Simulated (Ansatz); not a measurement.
Crystal: ZrS2.

```
CELL_PARAMETERS angstrom
3.69138 0.00000 0.00000
-1.84569 3.19683 0.00000
0.00000 0.00000 6.04108
ATOMIC_POSITIONS crystal
Zr 0.00000 0.00000 0.00000
S 0.33333 0.66667 0.23791
S 0.66667 0.33333 0.76209
```

The cell is a database's computed one.

Program: Ansatz 0.2.0. Alike in all runs: potentials or basis Ansatz PAW; no spin polarisation; cell as given.

Problem. Order these runs on this cell by their pressure, lowest first.
A. level BLYP; k mesh 8 × 8 × 5; cutoff (eV) 420; smearing fermi-dirac 0.05 eV; points for each segment of the path 14; mesh quality not flagged
B. level r2SCAN50; k mesh 4 × 4 × 3; cutoff (eV) 500; smearing fermi-dirac 0.05 eV; points for each segment of the path 4; mesh quality coarse
C. level PBE; k mesh 8 × 8 × 5; cutoff (eV) 420; smearing gaussian 0.03 eV; mesh quality not flagged
D. level revPBE; k mesh 8 × 8 × 5; cutoff (eV) 420; smearing fermi-dirac 0.05 eV; points for each segment of the path 14; mesh quality not flagged

Solution. B (-1.4 GPa), C (0.5 GPa), D (2.0 GPa), A (4.2 GPa).

Caveats: some runs use coarse meshes; this functional lacks dispersion, which binds the layers, so the pressure and a relaxed spacing across them are unreliable (some runs); the PAW data sets come from PBE, with cores solved anew for the run's functional, which leaves a small shift of forces and pressure (some runs); the thresholds are loose for stress (some runs).
